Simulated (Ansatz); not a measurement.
**SnSe2: a line through an energy map**

How does the energy of SnSe₂ (P-3m1, No. 164; 3 atoms in the cell) vary with lattice constant a (and b), at lattice constant c = 6.010 Å?

The COD entry's cell or inner coordinates are ideal or old and differ from later refinements, so a difference from it is no clean test against experiment.

Computed with Ansatz 0.2.0 (DFT PBE+D3(BJ), scalar-relativistic, plane waves, PAW, unless a step's input says otherwise).

41 further runs of the same task are left out: 41 set aside as unsound or not needed.

**1. The starting structure**

The structure is trigonal, space group P-3m1 (No. 164). Conventional cell: a = 3.840 Å, b = 3.840 Å, c = 6.010 Å, α = 90.00°, β = 90.00°, γ = 120.00°. Sn (site symmetry -3m) has 6 Se at 2.73 Å as nearest neighbours. Se (site symmetry 3m) has 3 Sn at 2.73 Å as nearest neighbours.

Structure file:

```cif
data_structure
_symmetry_space_group_name_H-M 'P 1'
_symmetry_Int_Tables_number 1
_cell_length_a 3.8400
_cell_length_b 3.8400
_cell_length_c 6.0099
_cell_angle_alpha 90.000
_cell_angle_beta 90.000
_cell_angle_gamma 120.000
_cell_volume 76.75
loop_
_atom_site_label
_atom_site_type_symbol
_atom_site_fract_x
_atom_site_fract_y
_atom_site_fract_z
_atom_site_occupancy
Sn1 Sn 0.00000 0.00000 0.00000 1
Se1 Se 0.33333 0.66667 0.26513 1
Se2 Se 0.66667 0.33333 0.73487 1
```

This cell was relaxed beforehand with the same method: volume 25.58 Å³/atom, gap on the mesh 0.35 eV.

**2. The scan**

The energy is mapped over the lattice constants a and c of the conventional cell.

The axes are (1) lattice constant a (and b): 9 values from 3.648 to 4.032 Å; (2) lattice constant c: 9 values from 4.712 to 7.308 Å.

Nothing else is relaxed (fractional coordinates fixed). Energies count from the relaxed crystal. Points are written as (first, second).

**3. Grid point (3.648 Å, 6.010 Å)**

input.yaml reads:

```yaml
crystal:
  lattice:
    - [3.648, 0.0, 0.0]
    - [-1.824, 3.159260673, 0.0]
    - [0.0, 0.0, 6.0099097605]
  atoms:
    - { symbol: Sn, position: [0.0, 0.0, 0.0] }
    - { symbol: Se, position: [0.3333333333, 0.6666666667, 0.2651331237] }
    - { symbol: Se, position: [0.6666666667, 0.3333333333, 0.7348668763] }
basis:
  ecutwfc: 420
kpoints:
  mp_grid: { grid: [12, 12, 6] }
hamiltonian:
  xc: pbe
  dispersion: d3bj
scf:
  occupations: { method: gaussian, width: 0.03 }
output:
  forces: true
  stress: true
  eigenvalues: true
```

Started as:

```console
$ ansatz run input.yaml --threads 1 --pin off --max-ram 2048MiB --backend cpu --events-out ev --progress --plain --runs-dir out
```

Standard output (excerpt; [...] marks lines left out):

```text
Warning: RAYON_NUM_THREADS=1 ignored (pool sized by the plan → 1); use --threads N
[...]
Pseudopotentials: kind: paw
Pseudopotential: Sn, paw, valence charge 14, recommended cutoff 420 eV (normal), Sn.paw.azcp
Pseudopotential: Se, paw, valence charge 16, recommended cutoff 420 eV (normal), Se.paw.azcp
Functional definition: PBE
[...]
Crystal: 3 atoms, lattice volume = 69.264 Å³
Basis set: ecut = 420 eV, 1317 PW (Γ), exchange–correlation on 50×50×90 points (8 copies of the dense FFT grid, shifted against one another)
Bands: 28, of which v1, the nominal top of the filled ones, is band 23 counted from 1 (22 counted from 0)
Symmetry: 12 space group operations
Space group: P-3m1 (ITA 164), of the structure as read, at distance tolerance 4.1e-5 Å
k-points: 100 of 864
[...]
SCF iter   1: F=—  HF=-16964.213021 eV  |F-HF|=—  |Δ(HF+E_count)|=         —  Δρ=1.73e-3  dr2=1.72e-3  ethr=1.77e-3  ⟨swp⟩=6.7  Hψ=12567  notcnv=0
[...]
SCF iter   6: F=-16964.211978 eV  HF=-16964.211978 eV  |F-HF|=5.82e-8  |Δ(HF+E_count)|=   5.76e-7  Δρ=9.22e-6  dr2=4.66e-8  ethr=2.17e-10  ⟨swp⟩=6.0  Hψ=12298  notcnv=0
[...]
SCF converged after 6 iterations
Free energy (F): -16964.211978 eV
[...]
E sigma→0 (E₀):  -16964.211978 eV
Fermi energy:    10.178257 eV
[...]
--- Forces (eV/Å), atoms counted from 1 ---
  atom   1  Sn    -0.00000000    -0.00000000     0.00000000
  atom   2  Se     0.00000000     0.00000000     0.63959003
  atom   3  Se    -0.00000000    -0.00000000    -0.63959003
[...]
--- Stress (GPa, compression-positive) ---
        9.952300       0.000000       0.000000
        0.000000       9.952300       0.000000
        0.000000       0.000000       6.174150
  P = ⅓ Tr σ = 8.6929 GPa (86.929 kbar)
--- Band table (eV; the first three rows and the last of 100) ---
  k-point 0: bands = ["-37.1149", "-37.1149", "-37.1144", "-37.1144", "-37.1105", "-37.1105", "-37.1099", "-37.1099", "-37.1082", "-37.1079", "-11.5627", "-11.5627", "-11.5054", "-11.4856", "-11.4856", "-4.7662", "-2.8126", "2.9158", "9.3977", "9.3977", "9.5632", "9.6181", "9.6181", [...]
[...]
```

Wall time 4.7 s (1 thread of Intel Xeon 6975P-C (Granite Rapids), shared host); peak memory 0.5 GiB.

Energy on the map's scale: 70 meV/atom.

**4. Grid point (3.696 Å, 6.010 Å)**

input.yaml, as its differences from that of step 3:

```diff
@@ -2,4 +2,4 @@
   lattice:
-    - [3.648, 0.0, 0.0]
-    - [-1.824, 3.159260673, 0.0]
+    - [3.696, 0.0, 0.0]
+    - [-1.848, 3.2008298924, 0.0]
     - [0.0, 0.0, 6.0099097605]
```

Started as:

```console
$ ansatz run input.yaml --threads 1 --pin off --max-ram 2048MiB --backend cpu --events-out ev --progress --plain --runs-dir out
```

Standard output (excerpt; [...] marks lines left out):

```text
Warning: RAYON_NUM_THREADS=1 ignored (pool sized by the plan → 1); use --threads N
[...]
[... 4 set-up lines as earlier in the session ...]
[...]
Crystal: 3 atoms, lattice volume = 71.099 Å³
Basis set: ecut = 420 eV, 1389 PW (Γ), exchange–correlation on 50×50×90 points (8 copies of the dense FFT grid, shifted against one another)
Bands: 28, of which v1, the nominal top of the filled ones, is band 23 counted from 1 (22 counted from 0)
[... 2 set-up lines as earlier in the session ...]
k-points: 100 of 864
[...]
SCF iter   1: F=—  HF=-16964.309573 eV  |F-HF|=—  |Δ(HF+E_count)|=         —  Δρ=1.62e-3  dr2=1.84e-3  ethr=1.77e-3  ⟨swp⟩=6.7  Hψ=12553  notcnv=0
[...]
SCF iter   6: F=-16964.308525 eV  HF=-16964.308525 eV  |F-HF|=1.15e-7  |Δ(HF+E_count)|=   5.34e-7  Δρ=9.48e-6  dr2=7.08e-8  ethr=2.17e-10  ⟨swp⟩=6.0  Hψ=12046  notcnv=0
[...]
SCF converged after 6 iterations
Free energy (F): -16964.308525 eV
[...]
E sigma→0 (E₀):  -16964.308525 eV
Fermi energy:    9.729749 eV
[...]
--- Forces (eV/Å), atoms counted from 1 ---
  atom   1  Sn    -0.00000000     0.00000000     0.00000000
  atom   2  Se     0.00000000    -0.00000000     0.45170494
  atom   3  Se     0.00000000     0.00000000    -0.45170494
[...]
--- Stress (GPa, compression-positive) ---
        6.976403       0.000000       0.000000
       -0.000000       6.976403      -0.000000
        0.000000      -0.000000       4.320098
  P = ⅓ Tr σ = 6.0910 GPa (60.910 kbar)
--- Band table (eV; the first three rows and the last of 100) ---
  k-point 0: bands = ["-37.5075", "-37.5075", "-37.5073", "-37.5073", "-37.4997", "-37.4997", "-37.4989", "-37.4989", "-37.4953", "-37.4950", "-11.9408", "-11.9408", "-11.8894", "-11.8727", "-11.8727", "-4.9691", "-3.0800", "2.6532", "8.9342", "8.9342", "9.1399", "9.1399", "9.2284", [...]
[...]
```

It took 5.3 s on 1 thread of Intel Xeon 6975P-C (Granite Rapids), shared host; peak memory 0.5 GiB.

That is 38 meV/atom from the zero.

**5. Point (3.792 Å, 6.010 Å)**

input.yaml, as its differences from that of step 4:

```diff
@@ -2,4 +2,4 @@
   lattice:
-    - [3.696, 0.0, 0.0]
-    - [-1.848, 3.2008298924, 0.0]
+    - [3.792, 0.0, 0.0]
+    - [-1.896, 3.2839683311, 0.0]
     - [0.0, 0.0, 6.0099097605]
```

Started as:

```console
$ ansatz run input.yaml --threads 1 --pin off --max-ram 2048MiB --backend cpu --events-out ev --progress --plain --runs-dir out
```

Standard output (excerpt; [...] marks lines left out):

```text
Warning: RAYON_NUM_THREADS=1 ignored (pool sized by the plan → 1); use --threads N
[...]
[... 4 set-up lines as earlier in the session ...]
[...]
Crystal: 3 atoms, lattice volume = 74.840 Å³
Basis set: ecut = 420 eV, 1461 PW (Γ), exchange–correlation on 54×54×90 points (8 copies of the dense FFT grid, shifted against one another)
Bands: 28, of which v1, the nominal top of the filled ones, is band 23 counted from 1 (22 counted from 0)
[... 1 set-up line as earlier in the session ...]
Space group: P-3m1 (ITA 164), of the structure as read, at distance tolerance 4.2e-5 Å
k-points: 100 of 864
[...]
SCF iter   1: F=—  HF=-16964.412089 eV  |F-HF|=—  |Δ(HF+E_count)|=         —  Δρ=1.65e-3  dr2=2.41e-3  ethr=1.77e-3  ⟨swp⟩=6.7  Hψ=12545  notcnv=0
[...]
SCF iter   6: F=-16964.411026 eV  HF=-16964.411026 eV  |F-HF|=6.28e-8  |Δ(HF+E_count)|=   5.66e-7  Δρ=6.92e-6  dr2=4.36e-8  ethr=2.17e-10  ⟨swp⟩=5.9  Hψ=11993  notcnv=0
[...]
SCF converged after 6 iterations
Free energy (F): -16964.411026 eV
[...]
E sigma→0 (E₀):  -16964.411026 eV
Fermi energy:    8.946517 eV
[...]
--- Forces (eV/Å), atoms counted from 1 ---
  atom   1  Sn    -0.00000000     0.00000000     0.00000000
  atom   2  Se     0.00000000     0.00000000     0.13446302
  atom   3  Se    -0.00000000    -0.00000000    -0.13446302
[...]
--- Stress (GPa, compression-positive) ---
        2.030792      -0.000000       0.000000
        0.000000       2.030792       0.000000
        0.000000       0.000000       1.256895
  P = ⅓ Tr σ = 1.7728 GPa (17.728 kbar)
--- Band table (eV; the first three rows and the last of 100) ---
  k-point 0: bands = ["-38.2520", "-38.2520", "-38.2519", "-38.2519", "-38.2357", "-38.2357", "-38.2349", "-38.2349", "-38.2285", "-38.2283", "-12.6620", "-12.6620", "-12.6227", "-12.6101", "-12.6101", "-5.3598", "-3.5982", "2.1460", "8.0705", "8.0705", "8.2489", "8.2489", "8.5811", [...]
[...]
```

Run time: 5.4 s. Hardware: 1 thread of Intel Xeon 6975P-C (Granite Rapids), shared host; peak memory 0.51 GiB.

That is 3.9 meV/atom from the zero.

**6. The run at (3.888 Å, 6.010 Å)**

input.yaml, as its differences from that of step 5:

```diff
@@ -2,4 +2,4 @@
   lattice:
-    - [3.792, 0.0, 0.0]
-    - [-1.896, 3.2839683311, 0.0]
+    - [3.888, 0.0, 0.0]
+    - [-1.944, 3.3671067699, 0.0]
     - [0.0, 0.0, 6.0099097605]
```

Started as:

```console
$ ansatz run input.yaml --threads 1 --pin off --max-ram 2048MiB --backend cpu --events-out ev --progress --plain --runs-dir out
```

Standard output (excerpt; [...] marks lines left out):

```text
[...]
SCF converged after 6 iterations
Free energy (F): -16964.411648 eV
[...]
E sigma→0 (E₀):  -16964.411648 eV
Fermi energy:    8.232500 eV
[...]
--- Forces (eV/Å), atoms counted from 1 ---
  atom   1  Sn    -0.00000000     0.00000000     0.00000000
  atom   2  Se    -0.00000000    -0.00000000    -0.11469589
  atom   3  Se    -0.00000000     0.00000000     0.11469589
[...]
--- Stress (GPa, compression-positive) ---
       -1.796142      -0.000000      -0.000000
        0.000000      -1.796142      -0.000000
       -0.000000      -0.000000      -1.087683
  P = ⅓ Tr σ = -1.5600 GPa (-15.600 kbar)
--- Band table (eV; the first three rows and the last of 100) ---
  k-point 0: bands = ["-38.9453", "-38.9453", "-38.9453", "-38.9453", "-38.9210", "-38.9210", "-38.9204", "-38.9204", "-38.9116", "-38.9114", "-13.3400", "-13.3400", "-13.3126", "-13.3019", "-13.3019", "-5.7325", "-4.0956", "1.6595", "7.2833", "7.2833", "7.4368", "7.4368", "7.9635", [...]
[...]
```

Run time: 7.1 s. Hardware: 1 thread of Intel Xeon 6975P-C (Granite Rapids), shared host; peak memory 0.51 GiB.

On the map this point reads 3.7 meV/atom.

**7. Point (3.936 Å, 6.010 Å)**

input.yaml, as its differences from that of step 6:

```diff
@@ -2,4 +2,4 @@
   lattice:
-    - [3.888, 0.0, 0.0]
-    - [-1.944, 3.3671067699, 0.0]
+    - [3.936, 0.0, 0.0]
+    - [-1.968, 3.4086759893, 0.0]
     - [0.0, 0.0, 6.0099097605]
```

Started as:

```console
$ ansatz run input.yaml --threads 1 --pin off --max-ram 2048MiB --backend cpu --events-out ev --progress --plain --runs-dir out
```

Standard output (excerpt; [...] marks lines left out):

```text
[...]
SCF converged after 6 iterations
Free energy (F): -16964.379960 eV
[...]
E sigma→0 (E₀):  -16964.379960 eV
Fermi energy:    7.893606 eV
[...]
--- Forces (eV/Å), atoms counted from 1 ---
  atom   1  Sn     0.00000000     0.00000000     0.00000000
  atom   2  Se     0.00000000     0.00000000    -0.21718110
  atom   3  Se     0.00000000    -0.00000000     0.21718110
[...]
--- Stress (GPa, compression-positive) ---
       -3.360439      -0.000000       0.000000
        0.000000      -3.360439      -0.000000
        0.000000      -0.000000      -2.035845
  P = ⅓ Tr σ = -2.9189 GPa (-29.189 kbar)
--- Band table (eV; the first three rows and the last of 100) ---
[...]
```

Run time: 6.1 s. Hardware: 1 thread of Intel Xeon 6975P-C (Granite Rapids), shared host; peak memory 0.49 GiB.

On the map this point reads 14 meV/atom.

**8. Point (3.984 Å, 6.010 Å)**

input.yaml, as its differences from that of step 7:

```diff
@@ -2,4 +2,4 @@
   lattice:
-    - [3.936, 0.0, 0.0]
-    - [-1.968, 3.4086759893, 0.0]
+    - [3.984, 0.0, 0.0]
+    - [-1.992, 3.4502452087, 0.0]
     - [0.0, 0.0, 6.0099097605]
```

Started as:

```console
$ ansatz run input.yaml --threads 1 --pin off --max-ram 2048MiB --backend cpu --events-out ev --progress --plain --runs-dir out
```

Standard output (excerpt; [...] marks lines left out):

```text
Warning: RAYON_NUM_THREADS=1 ignored (pool sized by the plan → 1); use --threads N
[...]
[... 4 set-up lines as earlier in the session ...]
[...]
Crystal: 3 atoms, lattice volume = 82.611 Å³
Basis set: ecut = 420 eV, 1617 PW (Γ), exchange–correlation on 54×54×90 points (8 copies of the dense FFT grid, shifted against one another)
Bands: 28, of which v1, the nominal top of the filled ones, is band 23 counted from 1 (22 counted from 0)
[... 1 set-up line as earlier in the session ...]
Space group: P-3m1 (ITA 164), of the structure as read, at distance tolerance 4.4e-5 Å
k-points: 100 of 864
[...]
SCF iter   1: F=—  HF=-16964.331331 eV  |F-HF|=—  |Δ(HF+E_count)|=         —  Δρ=1.98e-3  dr2=4.94e-3  ethr=1.77e-3  ⟨swp⟩=6.7  Hψ=12525  notcnv=0
[...]
SCF iter   6: F=-16964.329828 eV  HF=-16964.329828 eV  |F-HF|=2.51e-8  |Δ(HF+E_count)|=   5.42e-7  Δρ=6.47e-6  dr2=4.82e-8  ethr=2.17e-10  ⟨swp⟩=8.8  Hψ=13448  notcnv=0
[...]
SCF converged after 6 iterations
Free energy (F): -16964.329828 eV
[...]
E sigma→0 (E₀):  -16964.329828 eV
Entropy (-TS):   -0.000000 eV (-0.000 meV/atom)
Fermi energy:    7.548573 eV
[...]
--- Forces (eV/Å), atoms counted from 1 ---
  atom   1  Sn    -0.00000000    -0.00000000     0.00000000
  atom   2  Se    -0.00000000    -0.00000000    -0.30657907
  atom   3  Se    -0.00000000     0.00000000     0.30657907
[...]
--- Stress (GPa, compression-positive) ---
       -4.723632       0.000000       0.000000
        0.000000      -4.723632      -0.000000
       -0.000000      -0.000000      -2.855154
  P = ⅓ Tr σ = -4.1008 GPa (-41.008 kbar)
--- Band table (eV; the first three rows and the last of 100) ---
[...]
```

Run time: 5.7 s. Hardware: 1 thread of Intel Xeon 6975P-C (Granite Rapids), shared host; peak memory 0.52 GiB.

Energy on the map's scale: 31 meV/atom.

**9. Results**

| lattice constant a (and b) (Å) | step | energy (meV/atom) | slope (meV/atom per Å) | pressure (GPa) | band gap on the k-mesh (eV) | largest force on an atom (eV/Å) |
| --- | --- | --- | --- | --- | --- | --- |
| 3.648 | 3 | 70 | −786 | 8.7 | 0.47 | 0.64 |
| 3.696 | 4 | 38 | −558 | 6.1 | 0.50 | 0.45 |
| 3.744 | – | 16 | −353 | 3.8 | 0.47 | 0.28 |
| 3.792 | 5 | 3.9 | −167 | 1.8 | 0.41 | 0.13 |
| 3.840 | – | 0 | 1 | 0.0 | 0.35 | 0.00 |
| 3.888 | 6 | 3.7 | 151 | −1.6 | 0.29 | 0.12 |
| 3.936 | 7 | 14 | 286 | −2.9 | 0.24 | 0.22 |
| 3.984 | 8 | 31 | 408 | −4.1 | 0.15 | 0.31 |
| 4.032 | – | 53 | 514 | −5.1 | 0.00 | 0.38 |

Energies count from the relaxed crystal. Rows without a step come from runs not printed here or follow by symmetry. Slopes come from the forces (and the stress, where the cell changes), not from differences of energies.

**Reading.** The lowest point of the line is at 3.840 Å, 0 meV/atom from the zero. A fit to energies and slopes at the lowest point and its two neighbours puts the minimum at 3.8398 Å, with a curvature of about 3300 meV/atom per Å². The highest point computed, at 3.648 Å, lies 70 meV/atom above the lowest. The gap on the mesh reads zero on part of the line; semilocal functionals close small gaps early. This is one cut through a surface in two coordinates; it holds the lowest point sampled, which need not be a minimum. With the other coordinates free, the energies away from the reference would be the same or lower. The gap on the mesh closes on part of the grid.
